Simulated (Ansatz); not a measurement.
# KBr

The computed numbers are results of PBEsol, scalar-relativistic (no spin polarisation) in the plane-wave PAW code Ansatz at 420 eV, Γ-centred 8×8×8 mesh, 0.05 eV Gaussian smearing. The datasets are Ansatz's generated set soft_2.

```
CELL_PARAMETERS angstrom
0.00000 3.27502 3.27502
3.27502 0.00000 3.27502
3.27502 3.27502 0.00000
ATOMIC_POSITIONS crystal
K 0.00000 0.00000 0.00000
Br 0.50000 0.50000 0.50000
```

The chain of runs began from a cell as deposited in COD, expanded in volume. Of that entry: the entry's cell lengths or inner coordinates differ somewhat from later room-temperature determinations.

The cell is relaxed to zero pressure at this level.

The cell has space group Fm-3m (read at 0.01 Å). In it the stress is 0.00, 0.00, 0.00, 0.00, 0.00, 0.00 GPa and the largest force component 0.000 eV/Å. Each change below starts from this cell, without further relaxation. Stress is in GPa, positive in compression, in the order xx, yy, zz, yz, xz, xy; energies are counted from the cell above.

Question: What happens when atom 1 (K) is moved by 0.08 Å along z?

Answer: The energy changes by 3.9 meV per cell, and the force on it along the shift is -0.098 eV/Å (−F/u = 1.23 eV/Å²). Stress: -0.01, -0.01, 0.13, 0.00, 0.00, 0.00.
```
atom  Fx (eV/Å)     Fy      Fz
  K1      0.000  0.000  -0.098
 Br2      0.000  0.000   0.098
```
In a harmonic crystal the energy would rise by −½F·u = ½ × 1.23 × 0.08² eV = 3.9 meV, which matches.

Question: A single strain component, atoms carried along, gave the stress -0.09, -0.09, -0.63, 0.00, 0.00, 0.00. Which component, and about how large?

Answer: An engineering strain of 2 % in zz; the energy changes by 2.9 meV per cell.

